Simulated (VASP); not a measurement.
Input of a VASP 6.6.1 run:

File INCAR:

```
SYSTEM = Al
PREC     = Accurate       ! precision mode
ENCUT    = 520            ! plane-wave cutoff, eV
EDIFF    = 1E-6           ! SCF threshold, eV
ISMEAR   = -1             ! smearing method
SIGMA    = 0.1            ! smearing width, eV
LREAL    = .FALSE.        ! projectors in reciprocal space
LASPH    = .TRUE.         ! aspherical terms in the spheres
NELM     = 100            ! most SCF steps
ALGO     = Normal         ! electronic algorithm
ISIF     = 2              ! what is computed and relaxed
LWAVE    = .FALSE.        ! write WAVECAR
LCHARG   = .FALSE.        ! write CHGCAR
GGA      = B5             ! functional
ALDAX    = 1.0          
AGGAX    = 1.0          
AGGAC    = 1.0          
ALDAC    = 0.0          
NBANDS   = 10             ! bands
```

Contents of KPOINTS:

```
Automatic mesh
0
G
  9 9 5
  0 0 0
```

File POSCAR:

```
Al
1.0
    2.8124600000      0.0000000000      0.0000000000
   -1.4062300000      2.4356600000      0.0000000000
    0.0000000000      0.0000000000      4.8668500000
Al
2
Direct
    0.6666666667      0.3333333333      0.7500000000
    0.3333333333      0.6666666667      0.2500000000
```

Potentials or basis: VASP PAW PBE potentials, release 64 (Al).

The run is started by

```console
$ cat potpaw_PBE.64/Al/POTCAR > POTCAR
$ mpirun -np 1 vasp_std > vasp.out
```

(1) Estimate the pressure.

(2) Estimate the band gap on the k mesh.

## Answers

(1) 3.7 GPa.

(2) none (metal or under the smearing width).

Caveat: the PAW data sets were made with another functional, which shifts forces and pressure a little.
